The bulk modulus K tells how strongly a crystal resists being squeezed evenly from all sides: it is the extra pressure divided by the fraction of volume lost. Five crystals, PbS, BP, Ta, Rh and BN, stand below under letters. The question is whether K and the volume per atom are enough to tell which is which. The volumes of the given cells, which the first table leaves out, are 5.96, 13.67, 11.68, 18.01 and 26.09 Å³ per atom for rows A to E. K itself is taken at the fitted equilibrium volume, which differs from these by at most 4%. The space group is set aside until the end, as a check.

Bulk moduli of nine crystals, computed with Quantum ESPRESSO 7.5 using density functional theory with the PBE functional, without spin–orbit coupling; only Ni is spin-polarised. Each computed value is taken at the minimum of a curve fitted to the energies at seven volumes within 6% of that of the given cell. The Fermi–Dirac smearing is 0.05 eV. Candidates: Ta, BN, PbS, BP, Rh.

```
row  computed bulk modulus (GPa)  computed over measured, less one (%)
  A                        371.5                                  -5.9
  B                        257.2                                  -2.6
  C                        161.8                                  -7.0
  D                        195.1                                   0.6
  E                         53.1                                   4.1
```

The two ends of the list come first. Row E has the largest volume per atom and is by far the softest, with the next stiffer crystal three times as stiff. That suits PbS: lead is a large atom, and each atom in this crystal spreads its bonding electrons over six neighbours, which makes the single bond weak. Spin–orbit coupling is left out for this heavy element, but it would hardly make up a factor of three.

Row A is the stiffest and has the smallest volume, 5.96 Å³ per atom, only 5% more than diamond with 5.67 Å³. Boron and nitrogen stand on either side of carbon in the periodic table. Together they supply as many valence electrons as two carbon atoms, and they can build the same network of short, strong bonds. Row A is therefore BN.

Rows B, C and D remain for BP, Ta and Rh. Stiffness alone is a poor guide here, because row D is only a fifth stiffer than row C. A better question is how stiff a crystal with BP's kind of bonding should be at a given volume. Diamond, SiC and GaP have that bonding: every atom has four neighbours and shares two electrons with each. If ε is the bond energy per atom and V the volume per atom, crystals with similarly shaped energy curves follow

K ∝ ε / V

With equal bond energies, twice the volume would mean half the stiffness. Longer bonds are also weaker, so the real fall should be steeper. The computed values agree: from SiC to GaP, K falls as V to the power −1.52. This gives an estimate for any crystal of the same kind that lies between the two. SiC has 10.35 Å³ per atom and a computed K of 212.9 GPa, so at the 13.67 Å³ of row B

K ≈ 212.9 GPa × (13.67 / 10.35)^(−1.52) ≈ 140 GPa

The computed value of row B is 257 GPa, almost twice as much. Row D exceeds its own estimate by a factor of 2.1. Row C, in contrast, comes within a tenth of its estimate, although it had no part in setting the line. Row C is therefore BP, and rows B and D are the two metals. Using the fitted equilibrium volumes in place of the listed ones leaves this division unchanged, as the output below shows.

Theory offers a reason for the extra stiffness of the metals. In Ta and Rh the d electrons take part in bonding, and their band is partly filled, so that many bonding states are occupied while some of the antibonding ones (in Ta most of them) stay empty. This can hold each atom more strongly than four electron-pair bonds would at the same volume. The shape of the energy curve can matter too. In row B the fitted K rises faster under pressure than in any of the five tetrahedral crystals, which suggests a narrower energy well for the same depth. Bond energy therefore need not account for the whole excess.

Which metal is which remains ambiguous on this evidence, since both lie far above the line. Atomic size decides. Along a row of transition metals the atoms shrink at first, as bonding states fill and the nuclear charge grows, and they swell again only towards the end. Rhodium belongs to the row above tantalum's, but metals of the same column in these two rows have nearly the same size. Tantalum stands early in its row and rhodium well past the middle, so the larger atom, in row D, should be Ta. This step rests on knowledge of the periodic table.

The rows with their labels:

```
formula  space group  volume of the given cell (Å³/atom)      potentials or basis  wave cutoff (eV)    k-mesh  computed bulk modulus (GPa)  measured bulk modulus (GPa)                         source  computed over measured, less one (%)
    PbS        Fm-3m                               26.09  SSSP 1.3 efficiency PBE             748.3     8x8x8                         53.1                           51  arXiv:cond-mat/0210013 (2002)                                   4.1
    GaP        F-43m                               20.24  SSSP 1.3 efficiency PBE             952.4     8x8x8                         76.8                         87.5        arXiv:1709.06667 (2017)                                 -12.2
     BP        F-43m                               11.68  SSSP 1.3 efficiency PBE             748.3  10x10x10                        161.8                          174        arXiv:1505.05714 (2015)                                  -7.0
     Ni        Fm-3m                               10.49  SSSP 1.3 efficiency PBE             748.3  13x13x13                        200.8                          180  arXiv:cond-mat/0202277 (2002)                                  11.6
     Ta        Im-3m                               18.01  SSSP 1.3 efficiency PBE             748.3  11x11x11                        195.1                          194        arXiv:1910.08312 (2019)                                   0.6
    SiC        F-43m                               10.35  SSSP 1.3 efficiency PBE             748.3  10x10x10                        212.9                          225             pmc:9505936 (2022)                                  -5.4
     Rh        Fm-3m                               13.67  SSSP 1.3 efficiency PBE             816.3  12x12x12                        257.2                          264            pmc:11535440 (2024)                                  -2.6
     BN        F-43m                                5.96  SSSP 1.3 efficiency PBE             816.3  13x13x13                        371.5                          395         arXiv:1208.3664 (2012)                                  -5.9
      C        Fd-3m                                5.67  SSSP 1.3 efficiency PBE             748.3  13x13x13                        433.6                          442  arXiv:cond-mat/0702656 (2007)                                  -1.9
```

The space groups confirm the choice: row D is body-centred cubic, as tantalum is, and row B is face-centred cubic, as rhodium is. The full table also shows where the method would fail. Nickel is a transition metal, yet it lies within 4% of the line for tetrahedral crystals. A likely reason, which these numbers do not test, is that its 3d orbitals are compact and overlap less than the 4d and 5d orbitals of Rh and Ta. Its d band is also nearly full, so that antibonding states are occupied too. A crystal far above the line is thus a good candidate for a d metal, but one on the line may be a metal as well.

The error against experiment is a tempting further clue, because all five tetrahedral crystals are computed too soft. Rhodium is too soft as well, so the sign does not mark a kind of bonding. PBE tends to make crystals slightly too large, and a stretched crystal is softer whatever holds it together. This is only part of the story. It cannot explain PbS, nickel and tantalum, which are computed too stiff (tantalum only barely), although their fitted volumes are also larger than the listed ones. For GaP, SiC, diamond, BP and rhodium the listed volumes are near the measured ones. Taken there, the fitted curves bring the first three close to the measured stiffness, but BP stays too soft and rhodium becomes too stiff. BN is no test of this, since its listed cell is slightly larger than the fitted one.

The size of the errors sets a practical rule. They reach 12% of the measured value, and they reverse one pair: nickel is computed slightly stiffer than tantalum but measured softer, though the measured value for nickel may be somewhat low. Because errors of this size occur in both directions, two crystals whose computed stiffness differs by less than about a quarter should be told apart by their volume or structure, not by their stiffness alone.

Printed output of the fit:

```
Stiffness against the tetrahedral line (PbS is extrapolated):
  row  line in GPa  computed over line  same with fitted volumes  fitted over listed volume less one in %
  PbS        52.21               1.017                     1.021                                    3.986
  GaP         76.8                   1                         1                                     3.14
   BP        177.2              0.9133                    0.8982                                   0.7257
   Ni        208.6              0.9626                     0.993                                     3.76
   Ta        91.71               2.127                     2.077                                    1.224
  SiC        212.9                   1                         1                                    1.585
   Rh        139.5               1.844                     1.859                                    2.779
   BN        408.8              0.9088                    0.8984                                  -0.3458
    C        433.6                   1                         1                                   0.5613
Steepness of the line from C to SiC, power of volume: -1.182
Steepness of the line from SiC to GaP, power of volume: -1.52
Computed bulk modulus, Ta over BP: 1.206
Computed bulk modulus, Rh over BP: 1.59
Volume per atom, Rh over BP: 1.17
Volume per atom, Ta over Rh: 1.317
Volume per atom, Rh over Ni: 1.303
Volume per atom, PbS over GaP: 1.289
Volume per atom, BN over C: 1.051
Volume per atom, BP over SiC: 1.129
Computed bulk modulus, Ni less Ta, in GPa: 5.7
Measured bulk modulus, Ni less Ta, in GPa: -14
Largest error of either sign, in %: 12.2
Tetrahedral crystals computed too soft, number of five: 5
Other crystals computed too soft, number of four: 1
```
